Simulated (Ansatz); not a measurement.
Crystal: BAs.

```xyz
2
Lattice="0.0000 2.3885 2.3885 2.3885 0.0000 2.3885 2.3885 2.3885 0.0000" Properties=species:S:1:pos:R:3 pbc="T T T"
As    3.5827    3.5827    3.5827
B     0.0000    0.0000    0.0000
```

Base run:

```yaml
Program: Ansatz 0.2.0
Functional: PBE
Potentials_or_basis: all-electron LAPW, scalar-relativistic
Cutoff: 315 eV (chosen from the basis error)
Basis_error_allowed: 0.001 eV/atom
k_mesh: 7 × 7 × 7
Occupations: fermi-dirac, width 0.05 eV
Spin: no spin polarisation
```

Its results: band gap on the k mesh 1.21 eV, indirect (least direct gap 3.28 eV); pressure 2.7 GPa.

Problem. The run is repeated on the same cell with these changes: potentials or basis from all-electron LAPW, scalar-relativistic to all-electron LAPW, relativistic spinors; spin from no spin polarisation to spin-orbit coupling, no magnetisation. What comes out?

Solution. Band gap on the k mesh 1.14 eV, indirect (least direct gap 3.08 eV); pressure 2.7 GPa.

Spin-orbit coupling splits the band edges, which narrows the gap.
